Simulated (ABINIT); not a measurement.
Input of an ABINIT 10.8.3 (patched build) run:

The input run.abi:

```
# Pseudopotentials
pp_dirpath "./"
pseudos "Ti.upf"

# Structure
acell 3*1.0
rprim
     8.6310875383     0.0000000000     0.0000000000
    -4.3155437692     7.4747410705     0.0000000000
     0.0000000000     0.0000000000     5.3408276316
ntypat 1
znucl 22
natom 3
typat 1 1 1
xred
     0.6666666667     0.3333333333     0.5000000000
     0.3333333333     0.6666666667     0.5000000000
     0.0000000000     0.0000000000     0.0000000000

# Plane-wave basis
ecut 38.0

# k points
kptopt 1
ngkpt 5 5 7
nshiftk 1
shiftk 0.0 0.0 0.0

# Exchange and correlation
ixc -116133

# Bands and occupations
nband 22
occopt 3
tsmear 0.05 eV

# SCF cycle
nstep 100
tolvrs 1.0e-10

# Output
iomode 3
prtwf 0
prtden 0
prteig 0
prtebands 0
enunit 1
```

Potentials or basis: PseudoDojo NC SR PBEsol v0.4.1 standard.

Run with:

```console
$ mpirun --bind-to none -np 4 abinit run.abi > log 2>&1
```

Estimate the pressure.

-3.8 GPa.

Predict the band gap on the k mesh.

none (metal or under the smearing width).

Stress tensor (GPa, compression positive):
```
-4.01  0.00  0.00
 0.00 -4.01  0.00
 0.00  0.00 -3.40
```
